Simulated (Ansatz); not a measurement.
# B: the cost of one run

Program: Ansatz 0.2.0. Level of theory: DFT PBE, scalar-relativistic, plane waves, PAW. These are calculated values, not measurements.

## (1) The starting structure

The structure is trigonal, space group R32 (No. 155). The conventional cell has a = 5.016 Å, b = 5.016 Å, c = 10.204 Å, α = 90.00°, β = 90.00°, γ = 120.00°. B (site symmetry 3) is surrounded by 4 B at 1.74 to 1.83 Å. Around B (site symmetry 2) lie 4 B at 1.64 to 1.74 Å. Around B (site symmetry 1) lie 4 B at 1.57 to 1.69 Å.

As a file:

```
CELL_PARAMETERS angstrom
2.50817 1.44809 3.40145
-2.50817 1.44809 3.40145
0.00000 -2.89619 3.40145
ATOMIC_POSITIONS crystal
B 0.41044 0.41044 0.41044
B 0.58956 0.58956 0.58956
B 0.61416 0.38584 0.00000
B 0.00000 0.61416 0.38584
B 0.38584 0.00000 0.61416
B 0.32906 0.98369 0.00328
B 0.00328 0.32906 0.98369
B 0.98369 0.00328 0.32906
B 0.99672 0.01631 0.67094
B 0.01631 0.67094 0.99672
B 0.67094 0.99672 0.01631
```

Recipe of the guess: 4-connected net of one element (R32, No. 155). Lengths come from tabulated atomic sizes and are only a guess.

## (2) The guess as it stands, on a coarse mesh

Input file input.yaml:

```yaml
crystal:
  lattice:
    - [2.50817324, 1.4480945, 3.40145352]
    - [-2.50817324, 1.4480945, 3.40145352]
    - [0.0, -2.89618899, 3.40145352]
  atoms:
    - { symbol: B, position: [0.41043848, 0.41043848, 0.41043848] }
    - { symbol: B, position: [0.58956152, 0.58956152, 0.58956152] }
    - { symbol: B, position: [0.61415909, 0.38584091, 0.0] }
    - { symbol: B, position: [0.0, 0.61415909, 0.38584091] }
    - { symbol: B, position: [0.38584091, 0.0, 0.61415909] }
    - { symbol: B, position: [0.32905876, 0.98369139, 0.00327538] }
    - { symbol: B, position: [0.00327538, 0.32905876, 0.98369139] }
    - { symbol: B, position: [0.98369139, 0.00327538, 0.32905876] }
    - { symbol: B, position: [0.99672462, 0.01630861, 0.67094124] }
    - { symbol: B, position: [0.01630861, 0.67094124, 0.99672462] }
    - { symbol: B, position: [0.67094124, 0.99672462, 0.01630861] }
basis:
  ecutwfc: 420
kpoints:
  mp_grid: { grid: [6, 6, 6] }
hamiltonian:
  xc: pbe
scf:
  occupations: { method: gaussian, width: 0.1 }
  lower_state_search: "off"
output:
  forces: true
  stress: true
  eigenvalues: true
```

Launch:

```bash
$ ansatz run input.yaml --threads 1 --pin off --max-ram 2560MiB --backend cpu --events-out ev --progress --plain --runs-dir out
```

**Question.** How long does this run take on 1 thread of Arm Neoverse V1, shared host, and how much memory does it need?

About 6.3 s, with a peak of 0.3 GiB.
